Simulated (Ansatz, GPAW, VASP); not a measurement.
# MgO: programs and potentials compared

```
Mg O
1.0
     0.00000    2.09700    2.09700
     2.09700    0.00000    2.09700
     2.09700    2.09700    0.00000
Mg O
1 1
Cartesian
  0.0000 0.0000 0.0000
  2.0970 2.0970 2.0970
```

The cell is a database's computed one, not the measured one.

Alike in all runs: task single point; functional PBE; k mesh 11 × 11 × 11; occupations gaussian, width 0.1 eV; no spin polarisation; no spin-orbit coupling. Pressure is positive in compression and, in plane waves, holds the error of the finite cutoff, which Ansatz's Pulay term estimates and takes out.

```tsv
program and potentials	plane-wave cutoff (eV)	notes	pressure (GPa)
Ansatz, Ansatz PAW	420	8 valence electrons an atom on average; Pulay term of +0.60 GPa included	6.91
Ansatz, all-electron LAPW, scalar-relativistic	-	-	6.97
VASP, PBE PAW files Mg, O, 520 eV	520	4 valence electrons an atom on average	6.19
GPAW, GPAW PAW data sets (gpaw-data 1.2.1)	800	8 valence electrons an atom on average	6.97
```

The pressure spans 6.19 (VASP, PBE PAW files Mg, O, 520 eV) to 6.97 GPa (Ansatz, all-electron LAPW, scalar-relativistic), with all-electron results at 6.97.

The functional is the same throughout but for its coding, so the spread measures potentials, basis and numerics; runs on potential files found faulty are left out.
